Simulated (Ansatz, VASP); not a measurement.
## Cu2O (Cuprite) in VASP and in Ansatz

INCAR

```
SYSTEM = Cu2O
PREC = Accurate
ENCUT = 520
EDIFF = 1E-6
ISMEAR = 0
SIGMA = 0.02
LREAL = Auto
LASPH = .TRUE.
NELM = 100
ALGO = Fast
ISIF = 2
LWAVE = .FALSE.
LCHARG = .FALSE.
GGA = PE
NBANDS = 99
```

The input KPOINTS:

```
Automatic mesh
0
G
  4 4 3
  0 0 0
```

Contents of POSCAR:

```
Cu2O
1.0
    4.2982410438      0.0000000000      4.2982410438
   -4.2982410438      4.2982410438      0.0000000000
   -4.2982410438     -4.2982410438      4.2982410438
Cu O
12 6
Direct
    0.6666666667      0.8333333333      0.5833333333
    0.3333333333      0.1666666667      0.9166666667
    0.0000000000      0.5000000000      0.2500000000
    0.1666666667      0.3333333333      0.5833333333
    0.8333333333      0.6666666667      0.9166666667
    0.5000000000      0.0000000000      0.2500000000
    0.0000000000      0.0000000000      0.2500000000
    0.6666666667      0.3333333333      0.5833333333
    0.3333333333      0.6666666667      0.9166666667
    0.1666666667      0.8333333333      0.5833333333
    0.8333333333      0.1666666667      0.9166666667
    0.5000000000      0.5000000000      0.2500000000
    0.6666666667      0.3333333333      0.3333333333
    0.3333333333      0.6666666667      0.6666666667
    0.0000000000      0.0000000000      0.0000000000
    0.0000000000      0.0000000000      0.5000000000
    0.6666666667      0.3333333333      0.8333333333
    0.3333333333      0.6666666667      0.1666666667
```

Input for Ansatz:

```yaml
crystal:
  lattice:
    - [4.2982410438, 0.0, 4.2982410438]
    - [-4.2982410438, 4.2982410438, 0.0]
    - [-4.2982410438, -4.2982410438, 4.2982410438]
  atoms:
    - { symbol: Cu, position: [0.6666666667, 0.8333333333, 0.5833333333] }
    - { symbol: Cu, position: [0.3333333333, 0.1666666667, 0.9166666667] }
    - { symbol: Cu, position: [0.0, 0.5, 0.25] }
    - { symbol: Cu, position: [0.1666666667, 0.3333333333, 0.5833333333] }
    - { symbol: Cu, position: [0.8333333333, 0.6666666667, 0.9166666667] }
    - { symbol: Cu, position: [0.5, 0.0, 0.25] }
    - { symbol: Cu, position: [0.0, 0.0, 0.25] }
    - { symbol: Cu, position: [0.6666666667, 0.3333333333, 0.5833333333] }
    - { symbol: Cu, position: [0.3333333333, 0.6666666667, 0.9166666667] }
    - { symbol: Cu, position: [0.1666666667, 0.8333333333, 0.5833333333] }
    - { symbol: Cu, position: [0.8333333333, 0.1666666667, 0.9166666667] }
    - { symbol: Cu, position: [0.5, 0.5, 0.25] }
    - { symbol: O, position: [0.6666666667, 0.3333333333, 0.3333333333] }
    - { symbol: O, position: [0.3333333333, 0.6666666667, 0.6666666667] }
    - { symbol: O, position: [0.0, 0.0, 0.0] }
    - { symbol: O, position: [0.0, 0.0, 0.5] }
    - { symbol: O, position: [0.6666666667, 0.3333333333, 0.8333333333] }
    - { symbol: O, position: [0.3333333333, 0.6666666667, 0.1666666667] }
basis:
  ecutwfc: 420
  xc_grid: 2
kpoints:
  mp_grid: { grid: [4, 4, 3], shift: [0.0, 0.0, 0.0] }
hamiltonian:
  xc: pbe
scf:
  occupations: { method: gaussian, width: 0.02 }
output:
  forces: true
  stress: true
  eigenvalues: true
  write_density: true
  write_potential: true
  elf: true
  volumetric_format: npy
```

Alike in both runs: task single point; functional PBE; k mesh 4 × 4 × 3; occupations gaussian, width 0.02 eV; no spin polarisation.

|  | VASP | Ansatz |
| --- | --- | --- |
| version | VASP 6.6.1 | Ansatz 0.2.0 |
| potentials or method | VASP PAW PBE potentials, release 64 (Cu, O) | scalar-relativistic, plane waves, PAW |
| plane-wave cutoff (eV) | 520 | 420 |
| valence electrons in the cell | 168 | 264 |

|  | VASP | Ansatz | Ansatz less VASP |
| --- | --- | --- | --- |
| gap on the k mesh at the Fermi level (eV) | 0.48 | 0.48 | -0.004 |
| least direct gap on the mesh (eV) | 0.48 | 0.48 | -0.004 |
| pressure (GPa) | 0.8 | 0.0 | -0.74 |

The functional is the same, so the differences come from potentials, cutoffs and numerics. The two sets of potentials don't hold the same shells in valence.

Caveats: an odd mesh through Γ misses points on the zone boundary, where band edges often lie.
